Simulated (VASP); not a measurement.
# Al under changes of volume

One of the cells (15.979 Å³/atom); the others are scaled copies at fixed shape and fractional positions:

```
Al
1.0
     2.82334    0.00000    0.00000
    -1.41167    2.44509    0.00000
     0.00000    0.00000    4.62939
Al
2
Direct
  0.33333 0.66667 0.25000
  0.66667 0.33333 0.75000
```

This isn't the form of Al at room conditions, which is fcc.

| Item | Value |
| --- | --- |
| Program | VASP 6.6.1 |
| Functional | r2SCAN |
| Potentials or basis | VASP PAW PBE potentials, release 64 (Al) |
| Cutoff | 520 eV |
| k mesh | 10 × 10 × 6 |
| Occupations | fermi-dirac, width 0.05 eV |
| Spin | no spin polarisation |

```tsv
volume (Å³/atom)	energy over the lowest point (meV/atom)	pressure (GPa)
15.340	?	?
15.659	1.86	1.9
15.979	0.00	0.0
16.299	1.73	-1.7
16.618	6.71	-3.3
```

Q: What does the run at 15.340 Å³/atom give?

A: Energy over the lowest point 7.68 meV/atom; pressure 4.0 GPa.

Worked out: A Birch-Murnaghan fit of order 2 (a polynomial in V^(-2/3)) to the other rows has its minimum at 15.98 Å³/atom with B0 = V·E''(V) = 90 GPa at fixed shape and positions, which overstates the stiffness. It gives 7.68 meV/atom at 15.340 Å³/atom, against the run's 7.68, and -dE/dV = 4.0 GPa, against 4.0.

Energies are extrapolated to zero smearing.

Caveats: the PAW data sets were made with another functional, which shifts forces and pressure a little.
